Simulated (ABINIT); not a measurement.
Runs of ABINIT 10.8.3 (patched build) on Mo. Symmetry: Im-3m, No. 229, cubic system. Conventional cell: a = 3.168 Å, b = 3.168 Å, c = 3.168 Å, α = 90.00°, β = 90.00°, γ = 90.00°. Mo (site symmetry m-3m) has 8 Mo at 2.74 Å as nearest neighbours. 

```tsv
task	level	potentials or basis	k mesh	smearing	stop of the response cycle (tolvrs)	q points	q points (reduced)	bands in the sums	broadening (eV)	gap on the mesh (eV)	pressure (GPa)
single point	PBE+D3	PseudoDojo NC SR PBE v0.4.1 standard	9 × 9 × 9	fermi-dirac 0.05 eV	-	-	-	-	-	none	(a)
phonons at a zone-boundary q	PBE+D3	PseudoDojo NC SR PBE v0.4.1 standard	14 × 14 × 14	cold (ABINIT) 0.2 eV	1e-09	["N", "H"]	[[0.0, 0.0, 0.5], [0.5, -0.5, 0.5]]	-	-	none	-8.7
single point	LDA	PseudoDojo NC SR LDA v0.4.1 standard	9 × 9 × 9	fermi-dirac 0.05 eV	-	-	-	-	-	none	-15.0
optical spectrum	LDA	PseudoDojo NC SR LDA v0.4.1 standard	16 × 16 × 16, with 2 shifts	methfessel-paxton 0.136 eV	-	-	-	19	0.15	-	-14.6
```

Alike in all rows: no spin polarisation; cell as given; cutoff (eV) 952.

Estimate the missing entries.

(a) -9.7.

Caveats: pairwise dispersion overbinds metals, which lowers pressure and volume (some runs); the intraband (Drude) term is left out (some runs); spectra need much finer meshes, so this one isn't converged (some runs); independent-particle spectra lack excitons (some runs).

A k mesh can miss the band edges, and the runs leave out spin-orbit coupling on Mo.

A gap of «none» marks a metal or a gap under the smearing width.
